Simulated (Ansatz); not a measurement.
# Si: rattled cells

Aim: for Si, see what random moves of the atoms cost.

Computed with Ansatz 0.2.0 (DFT PBE, scalar-relativistic, plane waves, PAW, unless a step's input says otherwise).

### Step 1. The structure to begin with

The structure is tetragonal, space group I4/mmm (No. 139). The conventional cell has a = 6.651 Å, b = 6.651 Å, c = 3.845 Å, α = 90.00°, β = 90.00°, γ = 90.00°. Around Si (site symmetry m2m) lie 4 Si at 2.34 to 2.38 Å.

Structure file:

```
CELL_PARAMETERS angstrom
-3.32544 3.32544 1.92239
3.32544 -3.32544 1.92239
3.32544 3.32544 -1.92239
ATOMIC_POSITIONS crystal
Si 0.17880 0.17880 0.35760
Si 0.82120 0.82120 0.64240
Si 0.17880 0.82120 0.00000
Si 0.82120 0.17880 0.00000
```

It goes back to an entry of the Materials Project, which need not be the stable form.

No relaxation comes first: the listed cell is the starting point.

### Step 2. The reference: the undisturbed cell on the scan's mesh

File input.yaml:

```yaml
crystal:
  lattice:
    - [-3.32544429, 3.32544429, 1.92238566]
    - [3.32544429, -3.32544429, 1.92238566]
    - [3.32544429, 3.32544429, -1.92238566]
  atoms:
    - { symbol: Si, position: [0.17880106, 0.17880106, 0.35760212] }
    - { symbol: Si, position: [0.82119894, 0.82119894, 0.64239788] }
    - { symbol: Si, position: [0.17880106, 0.82119894, 0.0] }
    - { symbol: Si, position: [0.82119894, 0.17880106, 0.0] }
basis:
  ecutwfc: 250.0
kpoints:
  mp_grid: { grid: [10, 10, 10] }
hamiltonian:
  xc: pbe
scf:
  occupations: { method: gaussian, width: 0.03 }
output:
  forces: true
  stress: true
  eigenvalues: true
```

The run is started by

```
ansatz run input.yaml --threads 1 --pin off --max-ram 2560MiB --backend cpu --events-out ev --progress --plain --runs-dir out
```

### Step 3. Setting up rattled cells

All atoms are moved at random with no net shift, in some cells together with a random strain.

### Step 4. At rms move = 0.045 Å

File input.yaml:

```yaml
crystal:
  lattice:
    - [-3.3557742157, 3.3366042567, 2.0676567428]
    - [3.3364873782, -3.1765964276, 1.7575033549]
    - [3.4703972367, 3.2912194487, -1.7908667455]
  atoms:
    - { symbol: Si, position: [0.1723813191, 0.1693163252, 0.3514430683] }
    - { symbol: Si, position: [0.8191603714, 0.8290139222, 0.6502965007] }
    - { symbol: Si, position: [0.1927539054, 0.8277050113, 0.0016506158] }
    - { symbol: Si, position: [0.8157044041, 0.1739647413, -0.0033901848] }
basis:
  ecutwfc: 250.0
kpoints:
  mp_grid: { grid: [10, 10, 10] }
hamiltonian:
  xc: pbe
scf:
  occupations: { method: gaussian, width: 0.03 }
output:
  forces: true
  stress: true
  eigenvalues: true
```

### Step 5. Point rms move = 0.161 Å

File input.yaml:

```yaml
crystal:
  lattice:
    - [-3.32544429, 3.32544429, 1.92238566]
    - [3.32544429, -3.32544429, 1.92238566]
    - [3.32544429, 3.32544429, -1.92238566]
  atoms:
    - { symbol: Si, position: [0.1841633234, 0.1962041402, 0.37096792] }
    - { symbol: Si, position: [0.7917659413, 0.7977119794, 0.6525606471] }
    - { symbol: Si, position: [0.2383731158, 0.8752275787, -0.0030168834] }
    - { symbol: Si, position: [0.7856976194, 0.1308563016, -0.0205116837] }
basis:
  ecutwfc: 250.0
kpoints:
  mp_grid: { grid: [10, 10, 10] }
hamiltonian:
  xc: pbe
scf:
  occupations: { method: gaussian, width: 0.03 }
output:
  forces: true
  stress: true
  eigenvalues: true
```

### Step 6. rms move = 0.144 Å

File input.yaml:

```yaml
crystal:
  lattice:
    - [-3.2999839651, 3.357198425, 1.8441538243]
    - [3.3431040867, -3.3701265538, 1.9411090493]
    - [3.2695799707, 3.3397225594, -1.8665175846]
  atoms:
    - { symbol: Si, position: [0.1897133, 0.2059906118, 0.3706204934] }
    - { symbol: Si, position: [0.8767890756, 0.8576258257, 0.641552204] }
    - { symbol: Si, position: [0.1446483721, 0.7900088379, -0.0144076412] }
    - { symbol: Si, position: [0.7888492522, 0.1463747245, 0.0022349438] }
basis:
  ecutwfc: 250.0
kpoints:
  mp_grid: { grid: [10, 10, 10] }
hamiltonian:
  xc: pbe
scf:
  occupations: { method: gaussian, width: 0.03 }
output:
  forces: true
  stress: true
  eigenvalues: true
```

### Step 7. rms move = 0.226 Å

File input.yaml:

```yaml
crystal:
  lattice:
    - [-2.8777973062, 3.5441284969, 2.0013307959]
    - [2.9737943435, -3.4167101821, 1.9469766097]
    - [2.9611392259, 3.5000521019, -1.7809158623]
  atoms:
    - { symbol: Si, position: [0.1921455403, 0.2145401934, 0.3487375614] }
    - { symbol: Si, position: [0.8631742579, 0.794864387, 0.6293417234] }
    - { symbol: Si, position: [0.1238841758, 0.7973718167, -0.008935939] }
    - { symbol: Si, position: [0.8207960259, 0.1932236029, 0.0308566541] }
basis:
  ecutwfc: 250.0
kpoints:
  mp_grid: { grid: [10, 10, 10] }
hamiltonian:
  xc: pbe
scf:
  occupations: { method: gaussian, width: 0.03 }
output:
  forces: true
  stress: true
  eigenvalues: true
```

### Step 8. Point rms move = 0.360 Å

File input.yaml:

```yaml
crystal:
  lattice:
    - [-3.4752908816, 3.3693125312, 1.9583813607]
    - [3.3263920058, -3.470329484, 1.8755526802]
    - [3.2342038296, 3.229242432, -2.1331258231]
  atoms:
    - { symbol: Si, position: [0.1089891112, 0.1318960403, 0.3233385053] }
    - { symbol: Si, position: [0.8801145565, 0.8702985605, 0.6335427658] }
    - { symbol: Si, position: [0.1531982568, 0.8782421328, 0.0053672736] }
    - { symbol: Si, position: [0.8576980755, 0.1195632664, 0.0377514553] }
basis:
  ecutwfc: 250.0
kpoints:
  mp_grid: { grid: [10, 10, 10] }
hamiltonian:
  xc: pbe
scf:
  occupations: { method: gaussian, width: 0.03 }
output:
  forces: true
  stress: true
  eigenvalues: true
```

(Steps that only read results are left out.)

Q: Predict the outcome of this session.

The runs gave:

| quantity | value |
| --- | --- |
| costliest cell | 1696.8 meV/atom at an rms move of 0.360 Å |

Cutoff, mesh or smearing here differ from converged choices, so read the numbers with care. The cost runs from 42.9 to 1696.8 meV/atom. Energy over the square of the rms move lies between 4.8 and 21.4 eV/Å² per atom; a harmonic solid under isotropic random moves would keep it roughly constant, while strain and close contacts change it. The gap on the mesh, 0.34 eV at the start, reads zero at rms move = 0.045. In some runs cutoff or mesh lie under the advised values, so their numbers carry a basis error. Where forces pass 15 eV/Å atoms stand far too close, the PAW spheres overlap strongly and those numbers are rough.
